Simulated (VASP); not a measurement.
# AlP in VASP: relaxation of the atoms with PBEsol

Aim: the relaxation of the atoms of AlP with PBEsol.

Everything below comes from runs of VASP 6.6.1. Logs are shortened: lines on timing, memory, paths and dates and some standing lists are left out, and cuts for length are marked.

**1. The slab as given**

The cell holds a slab with vacuum, 24 atoms: a = 5.451 Å, b = 3.854 Å, c = 37.199 Å, α = 90.00°, β = 90.00°, γ = 90.00°.

**2. Relaxation of the atoms, PBEsol**

INCAR

```
ALGO = Normal
DIPOL = 0.5 0.5 0.500
EDIFF = 1E-7
EDIFFG = -0.015
ENCUT = 520
GGA = PS
IBRION = 2
IDIPOL = 3
ISIF = 2
ISMEAR = 0
KPAR = 8
LASPH = T
LCHARG = F
LDIPOL = T
LREAL = F
LWAVE = F
NELM = 80
NSW = 100
PREC = Accurate
SIGMA = 0.05
```

KPOINTS

```
k-points
0
Gamma
  4 6 1
```

POSCAR

```
AlP
1.0
    5.4510000000      0.0000000000      0.0000000000
    0.0000000000      3.8544390640      0.0000000000
    0.0000000000      0.0000000000     37.1994148530
Al P
12 12
Direct
    0.5000000000      0.5000000000      0.2150571462
    0.0000000000      0.0000000000      0.2668649378
    0.5000000000      0.5000000000      0.3186727294
    0.0000000000      0.0000000000      0.3704805210
    0.5000000000      0.5000000000      0.4222883126
    0.0000000000      0.0000000000      0.4740961042
    0.5000000000      0.5000000000      0.5259038958
    0.0000000000      0.0000000000      0.5777116874
    0.5000000000      0.5000000000      0.6295194790
    0.0000000000      0.0000000000      0.6813272706
    0.5000000000      0.5000000000      0.7331350622
    0.0000000000      0.0000000000      0.7849428538
    0.7500000000      0.0000000000      0.2150571462
    0.2500000000      0.5000000000      0.2668649378
    0.7500000000      0.0000000000      0.3186727294
    0.2500000000      0.5000000000      0.3704805210
    0.7500000000      0.0000000000      0.4222883126
    0.2500000000      0.5000000000      0.4740961042
    0.7500000000      0.0000000000      0.5259038958
    0.2500000000      0.5000000000      0.5777116874
    0.7500000000      0.0000000000      0.6295194790
    0.2500000000      0.5000000000      0.6813272706
    0.7500000000      0.0000000000      0.7331350622
    0.2500000000      0.5000000000      0.7849428538
```

Potentials or basis: VASP PAW PBE potentials, release 64 (Al, P).

Command:

```bash
$ cat potpaw_PBE.64/Al/POTCAR potpaw_PBE.64/P/POTCAR > POTCAR
$ mpirun -np 8 vasp_std > vasp.out
```

OUTCAR:

```text
EDIFF = 1E-7
   EDIFFG = -0.015
   ENCUT = 520
   GGA = PS
   IBRION = 2
   ISIF = 2
   ISMEAR = 0
   LASPH = T
   LREAL = F
   NELM = 80
   NSW = 100
   PREC = Accurate

 ion  position               nearest neighbor table
   1  0.500  0.500  0.215-  13 2.36  13 2.36  14 2.36
   2  0.000  0.000  0.267-  14 2.36  14 2.36  15 2.36  13 2.36
   3  0.500  0.500  0.319-  15 2.36  15 2.36  16 2.36  14 2.36
   4  0.000  0.000  0.370-  16 2.36  16 2.36  15 2.36  17 2.36
   5  0.500  0.500  0.422-  17 2.36  17 2.36  18 2.36  16 2.36
   6  0.000  0.000  0.474-  18 2.36  18 2.36  19 2.36  17 2.36
   7  0.500  0.500  0.526-  19 2.36  19 2.36  20 2.36  18 2.36
   8  0.000  0.000  0.578-  20 2.36  20 2.36  19 2.36  21 2.36
   9  0.500  0.500  0.630-  21 2.36  21 2.36  22 2.36  20 2.36
  10  0.000  0.000  0.681-  22 2.36  22 2.36  23 2.36  21 2.36
  11  0.500  0.500  0.733-  23 2.36  23 2.36  24 2.36  22 2.36
  12  0.000  0.000  0.785-  24 2.36  24 2.36  23 2.36
  13  0.750  0.000  0.215-   1 2.36   1 2.36   2 2.36
  14  0.250  0.500  0.267-   2 2.36   2 2.36   3 2.36   1 2.36
  15  0.750  0.000  0.319-   3 2.36   3 2.36   4 2.36   2 2.36
  16  0.250  0.500  0.370-   4 2.36   4 2.36   3 2.36   5 2.36
  17  0.750  0.000  0.422-   5 2.36   5 2.36   6 2.36   4 2.36
  18  0.250  0.500  0.474-   6 2.36   6 2.36   7 2.36   5 2.36
  19  0.750  0.000  0.526-   7 2.36   7 2.36   8 2.36   6 2.36
  20  0.250  0.500  0.578-   8 2.36   8 2.36   7 2.36   9 2.36
  21  0.750  0.000  0.630-   9 2.36   9 2.36  10 2.36   8 2.36
  22  0.250  0.500  0.681-  10 2.36  10 2.36  11 2.36   9 2.36
  23  0.750  0.000  0.733-  11 2.36  11 2.36  12 2.36  10 2.36
  24  0.250  0.500  0.785-  12 2.36  12 2.36  11 2.36

  LATTYP: Found a simple orthorhombic cell.
 ALAT       =     3.8544390640
 B/A-ratio  =     1.4142135625
 C/A-ratio  =     9.6510579712

  Lattice vectors:

 A1 = (   0.0000000000,  -3.8544390640,   0.0000000000)
 A2 = (   5.4510000000,   0.0000000000,   0.0000000000)
 A3 = (   0.0000000000,   0.0000000000,  37.1994148530)

Analysis of symmetry for initial positions (statically):
=====================================================================
 Subroutine PRICEL returns:
 Original cell was already a primitive cell.

 Routine SETGRP: Setting up the symmetry group for a
 simple orthorhombic supercell.

 Subroutine GETGRP returns: Found  4 space group operations
 (whereof  2 operations were pure point group operations)
 out of a pool of  8 trial point group operations.

The static configuration has the point symmetry C_1h.
 The point group associated with its full space group is C_2v.

Analysis of symmetry for dynamics (positions and initial velocities):
=====================================================================
 Subroutine PRICEL returns:
 Original cell was already a primitive cell.

 Routine SETGRP: Setting up the symmetry group for a
 simple orthorhombic supercell.

 Subroutine GETGRP returns: Found  4 space group operations
 (whereof  2 operations were pure point group operations)
 out of a pool of  8 trial point group operations.

The dynamic configuration has the point symmetry C_1h.
 The point group associated with its full space group is C_2v.

 Subroutine INISYM returns: Found  4 space group operations
 (whereof  2 operations are pure point group operations),
 and found     1 'primitive' translations

----------------------------------------------------------------------------------------

                                     Primitive cell

  volume of cell :     781.5801

  direct lattice vectors                    reciprocal lattice vectors
     5.451000000  0.000000000  0.000000000     0.183452578  0.000000000  0.000000000
     0.000000000  3.854439064  0.000000000     0.000000000  0.259441123  0.000000000
     0.000000000  0.000000000 37.199414853     0.000000000  0.000000000  0.026882143

  length of vectors
     5.451000000  3.854439064 37.199414853     0.183452578  0.259441123  0.026882143

  position of ions in fractional coordinates (direct lattice)
     0.500000000  0.500000000  0.215057146
     0.000000000  0.000000000  0.266864938
     0.500000000  0.500000000  0.318672729
     0.000000000  0.000000000  0.370480521
     0.500000000  0.500000000  0.422288313
     0.000000000  0.000000000  0.474096104
[... 16 lines left out ...]
     0.750000000  0.000000000  0.733135062
     0.250000000  0.500000000  0.784942854

  ion indices of the primitive-cell ions
   primitive index   ion index
                 1           1
                 2           2
                 3           3
                 4           4
                 5           5
                 6           6
[... 50 lines left out ...]
  0.000000  0.166667  0.000000      2.000000
  0.250000  0.166667  0.000000      4.000000
  0.500000  0.166667  0.000000      2.000000
  0.000000  0.333333  0.000000      2.000000
  0.250000  0.333333  0.000000      4.000000
  0.500000  0.333333  0.000000      2.000000
  0.000000  0.500000  0.000000      1.000000
  0.250000  0.500000  0.000000      2.000000
  0.500000  0.500000  0.000000      1.000000
   k-points           NKPTS =     12   k-points in BZ     NKDIM =     12   number of bands    NBANDS=     61
   number of dos      NEDOS =    301   number of ions     NIONS =     24
   total plane-waves  NPLWV = 352800
   dimension x,y,z NGX =    42 NGY =   30 NGZ =  280
   dimension x,y,z NGXF=    84 NGYF=   60 NGZF=  560
   ions per type =              12  12
   NGX,Y,Z   is equivalent  to a cutoff of  12.81, 12.94, 12.51 a.u.
   NGXF,Y,Z  is equivalent  to a cutoff of  25.62, 25.88, 25.03 a.u.
 SYSTEM =  unknown system
   PREC   = accura    normal or accurate (medium, high low for compatibility)
   ISTART =      0    job   : 0-new  1-cont  2-samecut
   ICHARG =      2    charge: 1-file 2-atom 10-const
   ISPIN  =      1    spin polarized calculation?
   LNONCOLLINEAR =      F non collinear calculations
   LSORBIT =      F    spin-orbit coupling
   LASPH  =      T    aspherical Exc in radial PAW
   ENCUT  =  520.0 eV  38.22 Ry    6.18 a.u.  10.14  7.17 69.17*2*pi/ulx,y,z
   NELM   =     80;   NELMIN=  2; NELMDL= -5     # of ELM steps
   EDIFF  = 0.1E-06   stopping-criterion for ELM
   LREAL  =      F    real-space projection
   EDIFFG = -.1E-01   stopping-criterion for IOM
   NSW    =    100    number of steps for IOM
   IBRION =      2    ionic relax: 0-MD 1-quasi-New 2-CG
   NFREE  =      1    steps in history (QN), initial steepest desc. (CG)
   ISIF   =      2    stress and relaxation
   ISYM   =      2    0-nonsym 1-usesym 2-fastsym
   POTIM  = 0.5000    time-step for ionic-motion
   TEBEG  =    0.0;   TEEND  =   0.0 temperature during run
   PSTRESS=    0.0 pullay stress
   NELECT =      96.0000    total number of electrons
   NUPDOWN=      -1.0000    fix difference up-down
   EMIN   =  10.00;   EMAX   =-10.00  energy-range for DOS
   EFERMI =   0.00;   METHOD = LEGACY
   ISMEAR =     0;   SIGMA  =   0.05  broadening in eV -4-tet -1-fermi 0-gaus
   EFERMI_NEDOS =   21; number of points for ismear=-14 and -15
   IALGO  =     38    algorithm
   IMIX   =      4    mixing-type and parameters
     AMIX     =   0.40;   BMIX     =  1.00
     AMIX_MAG =   1.60;   BMIX_MAG =  1.00
  volume/ion in A,a.u.               =      32.57       219.77
  Fermi-wavevector in a.u.,A,eV,Ry     =   0.813781  1.537823  9.010310  0.662239
  Thomas-Fermi vector in A             =   1.923568
   LORBIT       =      0    0 simple, 1 ext, 2 COOP (PROOUT), +10 PAW based schemes
   GGA     = PS    functional components
   LHFCALC =     F    Hartree Fock is set to
   AEXX    =    0.0000 exact exchange contribution
   IVDW    =     0    specifies the selected vdW correction
   LEPSILON=     F    determine dielectric tensor
   LRPA    =     F    only Hartree local field effects (RPA)
 conjugate gradient relaxation of ions
 non-spin polarized calculation
 Gauss-broadening in eV      SIGMA  =   0.05
  energy-cutoff  :      520.00
  volume of cell :      781.58
 maximum number of plane-waves:     21114
 NGX is ok and might be reduce to    42
   NGX = 21   NGY = 15   NGZ =139

--------------------------------------- Ionic step        1  -------------------------------------------

 number of electron      96.0000009 magnetization

 Free energy of the ion-electron system (eV)
  ---------------------------------------------------
  ext. energy  EPLUGINS =         0.00000000
  ---------------------------------------------------
  free energy    TOTEN  =      -127.93634336 eV

  energy without entropy =     -127.93634336  energy(sigma->0) =     -127.93634336

------------------------ aborting loop because EDIFF is reached ----------------------------------------

  FORCE on cell =-STRESS in cart. coord.  units (eV):
  Direction    XX          YY          ZZ          XY          YZ          ZX
  --------------------------------------------------------------------------------------
  -------------------------------------------------------------------------------------
  Total       -1.4816995     -0.3734814      1.7043321      0.0000000      0.0000000      0.0000000
  in kB       -3.0373668     -0.7656074      3.4937460      0.0000000      0.0000000      0.0000000
  external PRESSURE =      -0.1030761 kB  Pullay stress =       0.0000000 kB
[... 155 lines left out ...]
  FREE ENERGIE OF THE ION-ELECTRON SYSTEM (eV)
  ---------------------------------------------------
  free  energy   TOTEN  =      -128.7283197642 eV

  energy  without entropy=     -128.7283197642  energy(sigma->0) =     -128.72831976

[... ionic steps 4 to 24 ...]

--------------------------------------- Ionic step       25  -------------------------------------------

 number of electron      96.0000001 magnetization

 dipolmoment           0.000000      0.000000     -0.000000 electrons x Angstroem

------------------------ aborting loop because EDIFF is reached ----------------------------------------

  FORCE on cell =-STRESS in cart. coord.  units (eV):
  Direction    XX          YY          ZZ          XY          YZ          ZX
  --------------------------------------------------------------------------------------
  -------------------------------------------------------------------------------------
  Total        0.3755996     -0.0510320      0.1123042      0.0000000      0.0000000      0.0000000
  in kB        0.7699495     -0.1046115      0.2302147      0.0000000      0.0000000      0.0000000
  external PRESSURE =       0.2985176 kB  Pullay stress =       0.0000000 kB
[... 103 lines left out ...]
--------------------------------------- Ionic step       27  -------------------------------------------

 number of electron      96.0000001 magnetization

 dipolmoment           0.000000      0.000000      0.000000 electrons x Angstroem

 Free energy of the ion-electron system (eV)
  ---------------------------------------------------
  ext. energy  EPLUGINS =         0.00000000
  ---------------------------------------------------
  free energy    TOTEN  =      -129.32626656 eV

  energy without entropy =     -129.32626656  energy(sigma->0) =     -129.32626656

 E-fermi :   0.9813     XC(G=0):  -6.2265

 val. band max:        0.7190834060   @ k =   0.0000   0.0000   0.0000
 cond. band min:       1.7919246341   @ k =   0.0000   0.5000   0.0000
 fundamental gap:      1.0728412282
 Fermi energy:         0.9813018678

 k-point     1 :       0.0000    0.0000    0.0000
  band No.  band energies     occupation
      1     -10.7766      2.00000
      2     -10.6404      2.00000
      3     -10.4257      2.00000
      4     -10.1259      2.00000
      5      -9.7446      2.00000
      6      -9.3224      2.00000
[... 745 lines left out ...]
     59       4.8035      0.00000
     60       4.8035      0.00000
 [bands above 60 left out]

------------------------ aborting loop because EDIFF is reached ----------------------------------------

 vacuum level on the upper side and lower side of the slab       (xc-potential included)        -0.122        -0.122

  FORCE on cell =-STRESS in cart. coord.  units (eV):
  Direction    XX          YY          ZZ          XY          YZ          ZX
  --------------------------------------------------------------------------------------
  -------------------------------------------------------------------------------------
  Total        0.3324767     -0.0872326      0.0576905      0.0000000      0.0000000      0.0000000
  in kB        0.6815510     -0.1788200      0.1182609      0.0000000      0.0000000      0.0000000
  external PRESSURE =       0.2069973 kB  Pullay stress =       0.0000000 kB
[... 39 lines left out ...]
  FREE ENERGIE OF THE ION-ELECTRON SYSTEM (eV)
  ---------------------------------------------------
  free  energy   TOTEN  =      -129.3262665622 eV

  energy  without entropy=     -129.3262665622  energy(sigma->0) =     -129.32626656

 reached required accuracy - stopping structural energy minimisation

 vacuum level on the upper side and lower side of the slab         6.287         6.287
```

Wall time 53 min (8 MPI ranks of Intel Xeon Platinum 8559C (Emerald Rapids), shared host); peak memory 1.1 GiB.

Results:

```yaml
Free_energy: -129.3263 eV
Energy_gained_by_relaxing: 57.9 meV/atom
Ionic_steps: 27
Largest_force_after_relaxing: 0.011 eV/Å
Band_gap_on_the_k_mesh: 1.07 eV, indirect (least direct gap 1.52 eV)
```

Forces in eV/Å, atoms in the order of the input:
```
Al  -0.003  0.000 -0.002
Al  -0.002  0.000 -0.003
Al   0.004  0.000 -0.005
Al   0.002  0.000 -0.011
Al   0.001  0.000 -0.004
Al  -0.003  0.000  0.000
Al  -0.003  0.000  0.000
Al   0.001  0.000  0.004
Al   0.002  0.000  0.011
Al   0.004  0.000  0.005
Al  -0.002  0.000  0.003
Al  -0.003  0.000  0.002
P    0.001  0.000  0.003
P    0.000  0.000  0.007
P    0.002  0.000  0.000
P   -0.003  0.000 -0.004
P    0.000  0.000  0.003
P    0.001  0.000  0.002
P    0.001  0.000 -0.002
P    0.000  0.000 -0.003
P   -0.003  0.000  0.004
P    0.002  0.000  0.000
P    0.000  0.000 -0.007
P    0.001  0.000 -0.003
```

The path:
| step | energy change (eV) | largest force (eV/Å) | pressure (GPa) |
| --- | --- | --- | --- |
| 1 | 0.0000 | 1.9710 | -0.01 |
| 2 | -0.5013 | 1.3704 | 0.14 |
| 3 | -0.7920 | 0.9680 | 0.35 |
| 4 | -1.1314 | 0.5719 | 0.21 |
| 5 | -1.2970 | 0.4932 | 0.05 |
| 6 | -1.3396 | 0.2688 | 0.02 |
| 7 | -1.3409 | 0.2357 | 0.02 |
| 8 | -1.3568 | 0.1632 | 0.03 |
| 9 | -1.3623 | 0.1870 | 0.04 |
| 10 | -1.3731 | 0.1123 | 0.07 |
| 11 | -1.3777 | 0.0961 | 0.10 |
| 12 | -1.3806 | 0.0483 | 0.10 |
| 13 | -1.3810 | 0.0507 | 0.10 |
| 14 | -1.3826 | 0.0510 | 0.09 |
| 15 | -1.3837 | 0.0679 | 0.08 |
| 16 | -1.3850 | 0.0400 | 0.07 |
| 17 | -1.3856 | 0.0450 | 0.06 |
| 18 | -1.3863 | 0.0352 | 0.06 |
| 19 | -1.3870 | 0.0485 | 0.06 |
| 20 | -1.3876 | 0.0399 | 0.05 |
| 21 | -1.3887 | 0.0304 | 0.04 |
| 22 | -1.3887 | 0.0325 | 0.04 |
| 23 | -1.3892 | 0.0255 | 0.04 |
| 24 | -1.3894 | 0.0290 | 0.04 |
| 25 | -1.3897 | 0.0184 | 0.03 |
| 26 | -1.3898 | 0.0273 | 0.03 |
| 27 | -1.3899 | 0.0108 | 0.02 |

Final structure:
```yaml
crystal:
  lattice:
    - [5.45100, 0.00000, 0.00000]
    - [0.00000, 3.85444, 0.00000]
    - [0.00000, 0.00000, 37.19941]
  atoms:
    - { symbol: Al, position: [0.56643, 0.50000, 0.22584] }
    - { symbol: Al, position: [0.98740, 0.00000, 0.26304] }
    - { symbol: Al, position: [0.49162, 0.50000, 0.31834] }
    - { symbol: Al, position: [0.99052, 0.00000, 0.36935] }
    - { symbol: Al, position: [0.49195, 0.50000, 0.42208] }
    - { symbol: Al, position: [0.99174, 0.00000, 0.47380] }
    - { symbol: Al, position: [0.49174, 0.50000, 0.52620] }
    - { symbol: Al, position: [0.99195, 0.00000, 0.57792] }
    - { symbol: Al, position: [0.49052, 0.50000, 0.63065] }
    - { symbol: Al, position: [0.99162, 0.00000, 0.68166] }
    - { symbol: Al, position: [0.48740, 0.50000, 0.73696] }
    - { symbol: Al, position: [0.06643, 0.00000, 0.77416] }
    - { symbol: P, position: [0.76938, 0.00000, 0.20818] }
    - { symbol: P, position: [0.23887, 0.50000, 0.26608] }
    - { symbol: P, position: [0.74513, 0.00000, 0.31681] }
    - { symbol: P, position: [0.24172, 0.50000, 0.37014] }
    - { symbol: P, position: [0.74274, 0.00000, 0.42167] }
    - { symbol: P, position: [0.24251, 0.50000, 0.47410] }
    - { symbol: P, position: [0.74251, 0.00000, 0.52590] }
    - { symbol: P, position: [0.24274, 0.50000, 0.57833] }
    - { symbol: P, position: [0.74172, 0.00000, 0.62986] }
    - { symbol: P, position: [0.24513, 0.50000, 0.68319] }
    - { symbol: P, position: [0.73887, 0.00000, 0.73392] }
    - { symbol: P, position: [0.26938, 0.50000, 0.79182] }
```

Caveat: the PAW data sets were made with another functional, which shifts forces and pressure a little.
